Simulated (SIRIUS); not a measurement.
Crystal: Cu.

```
Cu
1.0
     0.00000    1.80750    1.80750
     1.80750    0.00000    1.80750
     1.80750    1.80750    0.00000
Cu
1
Direct
  0.00000 0.00000 0.00000
```

Base run:

```yaml
Program: SIRIUS 7.10.0
Functional: PBE
Potentials_or_basis: PseudoDojo 0.4 PBE stringent (scalar relativistic)
Cutoff: 1416 eV
Density_cutoff: 5662 eV
k_mesh: 13 × 13 × 13
Occupations: fermi-dirac, width 0.05 eV
Spin: no spin polarisation
```

Its results: band gap on the k mesh none (metal or under the smearing width); pressure 1.5 GPa.

Q: The run is repeated on the same cell with these changes: potentials or basis from PseudoDojo 0.4 PBE stringent (scalar relativistic) to JTH 2.0 PBE (PAW); cutoff from 1416 eV to 557 eV; density cutoff from 5662 eV to 5442 eV. What comes out?

A: Band gap on the k mesh none (metal or under the smearing width); pressure 0.4 GPa.

Not every run made on this cell is shown here.
